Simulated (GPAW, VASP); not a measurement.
Given: the input of a run of GPAW 26.7.0 (ASE script) on ZnS (Wurtzite-6H). 

Contents of run.py:

```python
from ase import Atoms
from ase.dft.bandgap import bandgap
from ase.io import write
from ase.units import GPa
from gpaw import GPAW, PW

atoms = Atoms(['Zn', 'Zn', 'Zn', 'Zn', 'Zn', 'Zn', 'S', 'S', 'S', 'S', 'S', 'S'],
              cell=[[3.812, 0.0, 0.0],
                    [-1.906, 3.3012888392, 0.0],
                    [0.0, 0.0, 18.68999]],
              scaled_positions=[[0.3333333333, 0.6666666667, 0.83333],
                                [0.6666666667, 0.3333333333, 0.33333],
                                [0.6666666667, 0.3333333333, 0.66667],
                                [0.3333333333, 0.6666666667, 0.16667],
                                [0.0, 0.0, 0.5],
                                [0.0, 0.0, 0.0],
                                [0.3333333333, 0.6666666667, 0.95833],
                                [0.6666666667, 0.3333333333, 0.45833],
                                [0.6666666667, 0.3333333333, 0.79167],
                                [0.3333333333, 0.6666666667, 0.29167],
                                [0.0, 0.0, 0.625],
                                [0.0, 0.0, 0.125]],
              pbc=True)

calc = GPAW(mode=PW(600),
            xc='PBE',
            kpts={'size': (8, 8, 2), 'gamma': True},
            occupations={'name': 'methfessel-paxton', 'order': 0, 'width': 0.013000000000000001},
            nbands=84,
            convergence={'density': 1e-05, 'energy': 1e-05},
            maxiter=150,
            txt='gpaw.txt')
atoms.calc = calc
energy = atoms.get_potential_energy()
forces = atoms.get_forces()
stress = atoms.get_stress()
calc.write('gs.gpw')
write('result.traj', atoms)
print(f'Energy: {energy:.6f} eV')
print('Forces (eV/A):')
print(forces.round(4))
print('Stress (GPa):', (stress / GPa).round(3))
print('Fermi level:', round(calc.get_fermi_level(), 4), 'eV')
print(f'Gap: {bandgap(calc)[0]:.4f} eV, direct: {bandgap(calc, direct=True)[0]:.4f} eV')
```

Potentials or basis: GPAW PAW data sets (gpaw-data 1.2.1), pw.

The run is started by

```bash
$ OMP_NUM_THREADS=1 python run.py
```

Translate it to VASP 6.6.1. Potentials or basis there: PBE PAW files S, Zn, 520 eV.

As run (cutoffs and basis follow the program's own potentials, and thresholds, step limits or extra output files can differ):

File INCAR:

```
PREC = Accurate ; ENCUT = 520
EDIFF = 1E-6 ; ISMEAR = 0
SIGMA = 0.013000000000000001 ; LREAL = False
LASPH = True ; NELM = 100
ALGO = Fast ; ISIF = 2
LWAVE = False ; LCHARG = False
GGA = PE
```

KPOINTS

```
Automatic mesh
0
Gamma
  8 8 2
```

File POSCAR:

```
ZnS
1.0
    3.8120000000      0.0000000000      0.0000000000
   -1.9060000000      3.3012888392      0.0000000000
    0.0000000000      0.0000000000     18.6899900000
Zn S
6 6
Direct
    0.3333333333      0.6666666667      0.8333300000
    0.6666666667      0.3333333333      0.3333300000
    0.6666666667      0.3333333333      0.6666700000
    0.3333333333      0.6666666667      0.1666700000
    0.0000000000      0.0000000000      0.5000000000
    0.0000000000      0.0000000000      0.0000000000
    0.3333333333      0.6666666667      0.9583300000
    0.6666666667      0.3333333333      0.4583300000
    0.6666666667      0.3333333333      0.7916700000
    0.3333333333      0.6666666667      0.2916700000
    0.0000000000      0.0000000000      0.6250000000
    0.0000000000      0.0000000000      0.1250000000
```

Potentials or basis: VASP PAW PBE potentials, release 64 (Zn, S).

Launch:

```bash
$ cat potpaw_PBE.64/Zn/POTCAR potpaw_PBE.64/S/POTCAR > POTCAR
$ mpirun -np 1 vasp_std > vasp.out
```

Both were run:

|  | GPAW | VASP |
| --- | --- | --- |
| Pressure | 2.1 GPa | 2.4 GPa |

Pressure is positive in compression.
